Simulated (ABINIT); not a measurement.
Runs of ABINIT 10.8.3 (patched build) on Ta2C. It takes space group P-3m1 (No. 164, trigonal). The conventional cell has a = 3.106 Å, b = 3.106 Å, c = 4.946 Å, α = 90.00°, β = 90.00°, γ = 120.00°. Ta (site symmetry 3m) has 3 C at 2.18 Å as nearest neighbours. C (site symmetry -3m) is surrounded by 6 Ta at 2.18 Å. 

| task | level | potentials or basis | cell | k mesh | cutoff (eV) | bands in the sums | broadening (eV) | scissor shift (eV) | tensor components | cell freedom (optcell) | gap on the mesh (eV) | pressure (GPa) | largest force (eV/Å) |
| --- | --- | --- | --- | --- | --- | --- | --- | --- | --- | --- | --- | --- | --- |
| optical spectrum | LDA | PseudoDojo NC SR LDA v0.4.1 standard | as given | 12 × 12 × 8, shifted | 844 | 21 | 0.05 | 0 | [11, 33] | - | - | - | 0.16 |
| single point | PBEsol | PseudoDojo NC SR PBEsol v0.4.1 standard | as given | 8 × 8 × 4 | 1007 | - | - | - | - | - | none | -3.1 | 0.04 |
| single point | LDA | PseudoDojo NC SR LDA v0.4.1 standard | as given | 8 × 8 × 4 | 844 | - | - | - | - | - | none | - | (a) |
| relaxation of cell and atoms | PBEsol | PseudoDojo NC SR PBEsol v0.4.1 standard | relaxed | 8 × 8 × 4 | 1116 | - | - | - | - | 2 | none | 0.0 | - |

Alike in all rows: no spin polarisation; smearing fermi-dirac 0.05 eV.

Q: Fill in the values left out.

A: (a) 0.14.

Caveats: the intraband (Drude) term is left out (some runs); spectra need much finer meshes, so this one isn't converged (some runs); independent-particle spectra lack excitons (some runs).

A k mesh can miss the band edges, and the runs leave out spin-orbit coupling on Ta.

A gap of «none» marks a metal or a gap under the smearing width.
